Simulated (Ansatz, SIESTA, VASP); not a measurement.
One calculation of PbO2, 3 ways

```
Pb O
1.0
     4.99496    0.00000    0.00000
     0.00000    4.99496    0.00000
     0.00000    0.00000    3.40900
Pb O
2 4
Direct
  0.50000 0.50000 0.50000
  0.00000 0.00000 0.00000
  0.69257 0.69257 0.00000
  0.80743 0.19257 0.50000
  0.19257 0.80743 0.50000
  0.30743 0.30743 0.00000
```

The cell is a database's computed one, not the measured one.

Alike in all runs: task band structure; functional PBE; k mesh 6 × 6 × 8; occupations fermi-dirac, width 0.05 eV; no spin polarisation; no spin-orbit coupling. Pressure is positive in compression and, in plane waves, holds the error of the finite cutoff.

```tsv
program and potentials	plane-wave cutoff (eV)	notes	pressure (GPa)
SIESTA, files PseudoDojo sr-pbe-0.4.1-standard, DZP (energy shift 0.003 Ry; two zetas on semicore shells)	-	atomic basis	11.53
Ansatz, all-electron LAPW, scalar-relativistic	-	-	5.74
VASP, PBE PAW files O, Pb_d, 520 eV	520	-	5.98
```

Force on atom 3 (O), eV/Å:

```tsv
program and potentials	x	y	z
SIESTA, files PseudoDojo sr-pbe-0.4.1-standard, DZP (energy shift 0.003 Ry; two zetas on semicore shells)	0.030	0.030	0.000
Ansatz, all-electron LAPW, scalar-relativistic	0.029	0.029	0.000
VASP, PBE PAW files O, Pb_d, 520 eV	0.036	0.036	0.000
```

The pressure spans 5.74 (Ansatz, all-electron LAPW, scalar-relativistic) to 11.53 GPa (SIESTA, files PseudoDojo sr-pbe-0.4.1-standard, DZP (energy shift 0.003 Ry; two zetas on semicore shells)), with all-electron results at 5.74. Rows in atomic bases carry the error of their basis and grid, which can be large.

Differences between rows come from potentials, basis sets and numerical settings, since the functional is the same but for its coding. Runs on potential files found faulty are left out.
